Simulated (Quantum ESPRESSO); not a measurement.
# HfN in Quantum ESPRESSO: the effect of target pressure

The system is HfN.

```xyz
2
Lattice="0.0000 2.4548 2.4548 2.4548 0.0000 2.4548 2.4548 2.4548 0.0000" Properties=species:S:1:pos:R:3 pbc="T T T"
Hf    0.0000    0.0000    0.0000
N     1.2274    1.2274    1.2274
```

The cell comes from a database or a generator and needn't be the stable form of this composition.

Alike in all runs:

| Property | Result |
| --- | --- |
| Program | Quantum ESPRESSO 7.5 |
| Task | phonons |
| Functional | LDA |
| Potentials or basis | GBRV 1.5 LDA |
| Cutoff | 612 eV |
| Density cutoff | 4898 eV |
| k mesh | 9 × 9 × 9 |
| Occupations | cold, width 0.2 eV |
| Spin | no spin polarisation |

Each run relaxes the cell or the atoms first.

Question: One run gave: relaxed volume 13.62 Å³/atom; highest phonon frequency 564 cm⁻¹. Which target pressure did it use?
A. 3 GPa
B. 15 GPa
C. -3 GPa
D. 8 GPa
E. 0 GPa

Answer: D.

```tsv
target pressure	relaxed volume (Å³/atom)	highest phonon frequency (cm⁻¹)
-3 GPa	14.29	516
0 GPa	14.09	530
3 GPa	13.91	543
8 GPa	13.62	564
15 GPa	13.27	590
```

Caveats: the cell is more than 3 GPa from zero pressure, which shifts response properties (some runs).
